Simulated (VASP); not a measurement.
# Te2Mo in VASP: equation of state, part 2 of 2

VASP 6.6.1.

**3. Equation of state, PBE, 61.56 Å³/atom (volume scaled by 0.96)**

The input, INCAR:

```
SYSTEM = Te2Mo
ALGO = Normal
EDIFF = 1E-7
ENCUT = 520
GGA = PE
ISIF = 2
ISMEAR = -1
LASPH = .True.
LCHARG = .False.
LREAL = .False.
LWAVE = .False.
NBANDS = 20
NELM = 80
PREC = Accurate
SIGMA = 0.05
```

The input, KPOINTS:

```
k-points
0
Gamma
  9 9 2
  0 0 0
```

The input, POSCAR:

```
Te2Mo
1.0
    3.5121156613      0.0000000000      0.0000000000
   -1.7560578307      3.0415813837      0.0000000000
    0.0000000000      0.0000000000     17.2872171948
Te Mo
2 1
Direct
    0.3333333333      0.6666666667      0.1021445500
    0.3333333333      0.6666666667      0.8978554500
    0.0000000000      0.0000000000      0.0000000000
```

Potentials or basis: VASP PAW PBE potentials, release 64 (Te, Mo_sv).

Command:

```bash
$ cat potpaw_PBE.64/Te/POTCAR potpaw_PBE.64/Mo_sv/POTCAR > POTCAR
$ mpirun -np 1 vasp_std > vasp.out
```

OUTCAR:

```text
SYSTEM = Te2Mo
   EDIFF = 1E-7
   ENCUT = 520
   GGA = PE
   ISIF = 2
   ISMEAR = -1
   LASPH = .True.
   LREAL = .False.
   NELM = 80
   PREC = Accurate

 Found     24 irreducible k-points:

 Following reciprocal coordinates:
            Coordinates               Weight
  0.000000  0.000000  0.000000      1.000000
  0.111111 -0.000000  0.000000      6.000000
  0.222222  0.000000  0.000000      6.000000
  0.333333  0.000000  0.000000      6.000000
  0.444444  0.000000  0.000000      6.000000
  0.111111  0.111111  0.000000      6.000000
   k-points           NKPTS =     24   k-points in BZ     NKDIM =     24   number of bands    NBANDS=     20
   number of dos      NEDOS =    301   number of ions     NIONS =      3
   total plane-waves  NPLWV = 109760
   dimension x,y,z NGX =    28 NGY =   28 NGZ =  140
   dimension x,y,z NGXF=    56 NGYF=   56 NGZF=  280
   ions per type =               2   1
   NGX,Y,Z   is equivalent  to a cutoff of  13.25, 13.25, 13.46 a.u.
   NGXF,Y,Z  is equivalent  to a cutoff of  26.51, 26.51, 26.93 a.u.
 SYSTEM =  Te2Mo
   PREC   = accura    normal or accurate (medium, high low for compatibility)
   ISTART =      0    job   : 0-new  1-cont  2-samecut
   ICHARG =      2    charge: 1-file 2-atom 10-const
   ISPIN  =      1    spin polarized calculation?
   LNONCOLLINEAR =      F non collinear calculations
   LSORBIT =      F    spin-orbit coupling
   LASPH  =      T    aspherical Exc in radial PAW
   ENCUT  =  520.0 eV  38.22 Ry    6.18 a.u.   6.53  6.53 32.14*2*pi/ulx,y,z
   NELM   =     80;   NELMIN=  2; NELMDL= -5     # of ELM steps
   EDIFF  = 0.1E-06   stopping-criterion for ELM
   LREAL  =      F    real-space projection
   EDIFFG = 0.1E-05   stopping-criterion for IOM
   NSW    =      0    number of steps for IOM
   IBRION =     -1    ionic relax: 0-MD 1-quasi-New 2-CG
   NFREE  =      0    steps in history (QN), initial steepest desc. (CG)
   ISIF   =      2    stress and relaxation
   ISYM   =      2    0-nonsym 1-usesym 2-fastsym
   POTIM  = 0.5000    time-step for ionic-motion
   TEBEG  =    0.0;   TEEND  =   0.0 temperature during run
   PSTRESS=    0.0 pullay stress
   NELECT =      26.0000    total number of electrons
   NUPDOWN=      -1.0000    fix difference up-down
   EMIN   =  10.00;   EMAX   =-10.00  energy-range for DOS
   EFERMI =   0.00;   METHOD = LEGACY
   ISMEAR =    -1;   SIGMA  =   0.05  broadening in eV -4-tet -1-fermi 0-gaus
   EFERMI_NEDOS =   21; number of points for ismear=-14 and -15
   IALGO  =     38    algorithm
   IMIX   =      4    mixing-type and parameters
     AMIX     =   0.40;   BMIX     =  1.00
     AMIX_MAG =   1.60;   BMIX_MAG =  1.00
  volume/ion in A,a.u.               =      61.56       415.40
  Fermi-wavevector in a.u.,A,eV,Ry     =   0.851664  1.609411  9.868730  0.725331
  Thomas-Fermi vector in A             =   1.967832
   LORBIT       =      0    0 simple, 1 ext, 2 COOP (PROOUT), +10 PAW based schemes
   GGA     = PE    functional components
   LHFCALC =     F    Hartree Fock is set to
   AEXX    =    0.0000 exact exchange contribution
   IVDW    =     0    specifies the selected vdW correction
   LEPSILON=     F    determine dielectric tensor
   LRPA    =     F    only Hartree local field effects (RPA)
 non-spin polarized calculation
  energy-cutoff  :      520.00
  volume of cell :      184.67
 maximum number of plane-waves:      5033
 NGX is ok and might be reduce to    28
   NGX = 13   NGY = 13   NGZ = 65

 number of electron      25.9999999 magnetization

 Free energy of the ion-electron system (eV)
  ---------------------------------------------------
  ext. energy  EPLUGINS =         0.00000000
  ---------------------------------------------------
  free energy    TOTEN  =       -17.96550966 eV

  energy without entropy =      -17.96550868  energy(sigma->0) =      -17.96550917

 E-fermi :   0.8402     XC(G=0):  -4.8384

 val. band max:        0.2807601808   @ k =   0.3333   0.3333   0.0000
 cond. band min:       1.3944817837   @ k =   0.3333   0.3333   0.5000
 fundamental gap:      1.1137216030
 Fermi energy:         0.8402104265

 k-point     1 :       0.0000    0.0000    0.0000
  band No.  band energies     occupation
      1     -60.3037      2.00000
      2     -34.4825      2.00000
      3     -34.3626      2.00000
      4     -34.3626      2.00000
      5     -12.4586      2.00000
      6     -11.3922      2.00000
[... 12 lines left out ...]
     19       4.9696      0.00000
     20       5.9447      0.00000

 k-point     2 :       0.1111   -0.0000    0.0000
  band No.  band energies     occupation
      1     -60.3025      2.00000
      2     -34.4788      2.00000
      3     -34.3788      2.00000
      4     -34.3663      2.00000
      5     -12.2836      2.00000
      6     -11.2748      2.00000
[... 12 lines left out ...]
     19       5.1798      0.00000
     20       6.2074      0.00000

 k-point     3 :       0.2222    0.0000    0.0000
  band No.  band energies     occupation
      1     -60.2995      2.00000
      2     -34.4695      2.00000
      3     -34.4195      2.00000
      4     -34.3757      2.00000
      5     -11.7896      2.00000
      6     -10.9449      2.00000
[... 12 lines left out ...]
     19       5.7666      0.00000
     20       6.6794      0.00000

 k-point     4 :       0.3333    0.0000    0.0000
  band No.  band energies     occupation
      1     -60.2960      2.00000
      2     -34.4655      2.00000
      3     -34.4589      2.00000
      4     -34.3864      2.00000
      5     -11.0939      2.00000
      6     -10.4896      2.00000
[... 12 lines left out ...]
     19       6.2696      0.00000
     20       6.4240      0.00000

 k-point     5 :       0.4444    0.0000    0.0000
  band No.  band energies     occupation
      1     -60.2937      2.00000
      2     -34.4952      2.00000
      3     -34.4519      2.00000
      4     -34.3934      2.00000
      5     -10.4969      2.00000
      6     -10.1181      2.00000
[... 12 lines left out ...]
     19       6.3269      0.00000
     20       6.8719      0.00000

 k-point     6 :       0.1111    0.1111    0.0000
  band No.  band energies     occupation
      1     -60.3004      2.00000
      2     -34.4723      2.00000
      3     -34.4058      2.00000
      4     -34.3743      2.00000
      5     -11.9484      2.00000
      6     -11.0505      2.00000
[... 12 lines left out ...]
     19       5.5895      0.00000
     20       6.5888      0.00000

 [... further k-points ...]

------------------------ aborting loop because EDIFF is reached ----------------------------------------

  FORCE on cell =-STRESS in cart. coord.  units (eV):
  Direction    XX          YY          ZZ          XY          YZ          ZX
  --------------------------------------------------------------------------------------
  -------------------------------------------------------------------------------------
  Total        1.9938018      1.9938018      3.0174764     -0.0000000      0.0000000      0.0000000
  in kB       17.2981326     17.2981326     26.1794865     -0.0000000      0.0000000      0.0000000
  external PRESSURE =      20.2585839 kB  Pullay stress =       0.0000000 kB

 VOLUME and BASIS-vectors are now :
 -----------------------------------------------------------------------------
  energy-cutoff  :      520.00
  volume of cell :      184.67
      direct lattice vectors                 reciprocal lattice vectors
     3.512115661  0.000000000  0.000000000     0.284728664  0.164388171  0.000000000
    -1.756057831  3.041581384  0.000000000     0.000000000  0.328776342  0.000000000
     0.000000000  0.000000000 17.287217195     0.000000000  0.000000000  0.057846210

 POSITION                                       TOTAL-FORCE (eV/Angst)
 -----------------------------------------------------------------------------------
     -0.00000      2.02772      1.76580         0.000000     -0.000000      0.857261
     -0.00000      2.02772     15.52142         0.000000     -0.000000     -0.857261
      0.00000      0.00000      0.00000        -0.000000      0.000000      0.000000
 -----------------------------------------------------------------------------------
    total drift:                                0.000000     -0.000000     -0.000000

  FREE ENERGIE OF THE ION-ELECTRON SYSTEM (eV)
  ---------------------------------------------------
  free  energy   TOTEN  =       -17.9655096610 eV

  energy  without entropy=      -17.9655086830  energy(sigma->0) =      -17.96550917
```

stdout:

```text
POSCAR found type information on POSCAR TeMo
 POSCAR found :  2 types and       3 ions
 scaLAPACK will be used
 LDA part: xc-table for (Slater+PW92), standard interpolation
 POSCAR, INCAR and KPOINTS ok, starting setup
 FFT: planning ... GRIDC
 FFT: planning ... GRID_SOFT
 FFT: planning ... GRID
 WAVECAR not read
 entering main loop
```

Wall time 78 s (1 thread of Intel Xeon 6975P-C (Granite Rapids), shared host); peak memory 0.35 GiB.

What came out:

```yaml
Free_energy: -17.9655 eV
Largest_force: 0.857 eV/Å
Band_gap_on_the_k_mesh: 1.11 eV, direct
```

Caveat: spin-orbit coupling is left out, which moves the levels of the heavy elements.

**4. Equation of state, PBE, 62.84 Å³/atom (volume scaled by 0.98)**

The input, INCAR:

```
PREC = Accurate
ENCUT = 520
EDIFF = 1E-7
ISMEAR = -1
SIGMA = 0.05
LREAL = F
LASPH = T
NELM = 60
ALGO = Normal
ISIF = 2
LWAVE = F
LCHARG = F
GGA = PE
NBANDS = 20
```

The input, KPOINTS:

```
regular mesh
0
Gamma
  9 9 2
```

The input, POSCAR:

```
Te2Mo
1.0
    3.5363379141      0.0000000000      0.0000000000
   -1.7681689570      3.0625584699      0.0000000000
    0.0000000000      0.0000000000     17.4064431499
Te Mo
2 1
Direct
    0.3333333333      0.6666666667      0.1021445500
    0.3333333333      0.6666666667      0.8978554500
    0.0000000000      0.0000000000      0.0000000000
```

Command:

```bash
$ cat potpaw_PBE.64/Te/POTCAR potpaw_PBE.64/Mo_sv/POTCAR > POTCAR
$ mpirun -np 1 vasp_std > vasp.out
```

It took 1.8 min on 1 thread of Intel Xeon 6975P-C (Granite Rapids), shared host; peak memory 0.35 GiB.

Results (log left out):

```
Free energy            : -18.0033 eV
Largest force          : 0.532 eV/Å
Band gap on the k mesh : 1.08 eV, direct
```

Caveat: spin-orbit coupling is left out, which moves the levels of the heavy elements.

**5. Equation of state, PBE, 65.40 Å³/atom (volume scaled by 1.02)**

The input, INCAR:

```
SYSTEM = Te2Mo
  PREC = Accurate
  ENCUT = 520
  EDIFF = 1E-7
  ISMEAR = -1
  SIGMA = 0.05
  LREAL = .FALSE.
  LASPH = .TRUE.
  NELM = 80
  ALGO = Normal
  ISIF = 2
  LWAVE = .FALSE.
  LCHARG = .FALSE.
  GGA = PE
  NBANDS = 20
```

The input, KPOINTS:

```
Automatic mesh
0
G
  9 9 2
  0 0 0
```

The input, POSCAR:

```
Te2Mo
1.0
    3.5838112019      0.0000000000      0.0000000000
   -1.7919056009      3.1036715432      0.0000000000
    0.0000000000      0.0000000000     17.6401145653
Te Mo
2 1
Direct
    0.3333333333      0.6666666667      0.1021445500
    0.3333333333      0.6666666667      0.8978554500
    0.0000000000      0.0000000000      0.0000000000
```

Command:

```bash
$ cat potpaw_PBE.64/Te/POTCAR potpaw_PBE.64/Mo_sv/POTCAR > POTCAR
$ mpirun -np 1 vasp_std > vasp.out
```

Wall time 1.8 min (1 thread of Intel Xeon 6975P-C (Granite Rapids), shared host); peak memory 0.35 GiB.

The run converged. Its results:

| Item | Value |
| --- | --- |
| Free energy | -18.0199 eV |
| Largest force | 0.046 eV/Å |
| Band gap on the k mesh | 1.02 eV, direct |

Caveat: spin-orbit coupling is left out, which moves the levels of the heavy elements.

**6. Equation of state, PBE, 66.69 Å³/atom (volume scaled by 1.04)**

The input, INCAR:

```
SYSTEM = Te2Mo
PREC = Accurate ; ENCUT = 520
EDIFF = 1E-7 ; ISMEAR = -1
SIGMA = 0.05 ; LREAL = .FALSE.
LASPH = .TRUE. ; NELM = 60
ALGO = Normal ; ISIF = 2
LWAVE = .FALSE. ; LCHARG = .FALSE.
GGA = PE ; NBANDS = 20
```

The input, KPOINTS:

```
regular mesh
0
G
  9 9 2
  0 0 0
```

The input, POSCAR:

```
Te2Mo
1.0
    3.6070833553      0.0000000000      0.0000000000
   -1.8035416776      3.1238258192      0.0000000000
    0.0000000000      0.0000000000     17.7546639734
Te Mo
2 1
Direct
    0.3333333333      0.6666666667      0.1021445500
    0.3333333333      0.6666666667      0.8978554500
    0.0000000000      0.0000000000      0.0000000000
```

Potentials or basis: VASP PAW PBE potentials, release 64 (Te, Mo_sv).

Command:

```bash
$ cat potpaw_PBE.64/Te/POTCAR potpaw_PBE.64/Mo_sv/POTCAR > POTCAR
$ mpirun -np 1 vasp_std > vasp.out
```

Run time: 1.9 min. Hardware: 1 thread of Intel Xeon 6975P-C (Granite Rapids), shared host; peak memory 0.35 GiB.

It converged, with:

* Free energy: -18.0026 eV
* Largest force: 0.301 eV/Å
* Band gap on the k mesh: 0.99 eV, direct

Caveat: spin-orbit coupling is left out, which moves the levels of the heavy elements.

**7. Equation of state, PBE, 67.97 Å³/atom (volume scaled by 1.06)**

The input, INCAR:

```
ALGO = Normal
EDIFF = 1E-7
ENCUT = 520
GGA = PE
ISIF = 2
ISMEAR = -1
LASPH = True
LCHARG = False
LREAL = False
LWAVE = False
NBANDS = 20
NELM = 80
PREC = Accurate
SIGMA = 0.05
```

The input, KPOINTS:

```
k-points
0
Gamma
  9 9 2
```

The input, POSCAR:

```
Te2Mo
1.0
    3.6300590280      0.0000000000      0.0000000000
   -1.8150295140      3.1437233354      0.0000000000
    0.0000000000      0.0000000000     17.8677540541
Te Mo
2 1
Direct
    0.3333333333      0.6666666667      0.1021445500
    0.3333333333      0.6666666667      0.8978554500
    0.0000000000      0.0000000000      0.0000000000
```

Command:

```bash
$ cat potpaw_PBE.64/Te/POTCAR potpaw_PBE.64/Mo_sv/POTCAR > POTCAR
$ mpirun -np 1 vasp_std > vasp.out
```

Wall time 1.8 min (1 thread of Intel Xeon 6975P-C (Granite Rapids), shared host); peak memory 0.36 GiB.

The run converged. Its results:

```
Free energy            : -17.9707 eV
Largest force          : 0.536 eV/Å
Band gap on the k mesh : 0.96 eV, direct
```

Caveat: spin-orbit coupling is left out, which moves the levels of the heavy elements.

**8. Equation of state, PBE**

This step only gathers the single runs of the series.

Results:

```yaml
Equilibrium_volume: 64.69 Å³/atom
Bulk_modulus_at_fixed_shape_and_positions: 37 GPa
Pressure_derivative_of_the_bulk_modulus: 4.5
```

Energy against volume, from the lowest point:
```tsv
volume (Å³/atom)	energy (meV/atom)
60.274	38.62
61.556	18.41
62.839	5.80
64.121	0.00
65.404	0.29
66.686	6.04
67.968	16.68
```

Caveat: the cell was scaled at fixed shape and fractional positions, which overstates the stiffness of a crystal with free parameters, most of all of layers and chains. Spin-orbit coupling is left out, which matters for the levels of Te.
